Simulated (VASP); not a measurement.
# MgTe: G0W0 quasiparticle levels with PBE

Crystal: MgTe.

```
CELL_PARAMETERS angstrom
0.00000 3.23200 3.23200
3.23200 0.00000 3.23200
3.23200 3.23200 0.00000
ATOMIC_POSITIONS crystal
Te 0.25000 0.25000 0.25000
Mg 0.00000 0.00000 0.00000
```

The cell comes from a database or a generator and needn't be the stable form of this composition.

```yaml
Program: VASP 6.6.1
Task: G0W0 quasiparticle levels
Functional: PBE
Potentials_or_basis: VASP PAW PBE potentials, release 64 (Te_GW, Mg_GW)
Cutoff: 450 eV
k_mesh: 4 × 4 × 4
Occupations: gaussian, width 0.01 eV
Spin: no spin polarisation
GW_scheme: G0W0
GW_iterations: 1
Cutoff_of_the_response_function: 130
Frequency_points: 50
Empty_bands: 34
Further_INCAR_settings: ALGO = EVGW0; EDIFF = 1e-08; NBANDS = 38
```

```yaml
Band_gap_on_the_k_mesh_mean-field_level: 2.40 eV, direct
Quasiparticle_gap: 3.56 eV
Least_direct_quasiparticle_gap: 3.56 eV
```

Levels at points of the mesh, in eV from the valence-band top:
```tsv
k point	band 1	band 2	band 3	band 4	band 5	band 6	band 7	band 8
(0.00, 0.00, 0.00)	-10.18	0.00	0.00	0.00	2.40	5.45	5.45	5.45
(0.50, 0.00, 0.00)	-9.59	-3.22	-0.42	-0.42	3.20	5.51	5.51	7.34
(0.50, 0.50, 0.00)	-9.39	-3.05	-1.18	-1.18	2.84	3.52	9.59	9.60
```

Run time: 74 s on 1 thread of Intel(R) Xeon(R) Platinum 8488C (Sapphire Rapids), with other jobs on the host, peak memory 0.61 GiB.

Caveat: the k mesh is coarse (spacing up to 0.42 Å⁻¹), so the values aren't converged; bands, screening cutoff and mesh are small and nothing is extrapolated, so the quasiparticle values aren't converged; spin-orbit coupling is left out, which moves the levels of the heavy elements. A k mesh can miss the band edges.
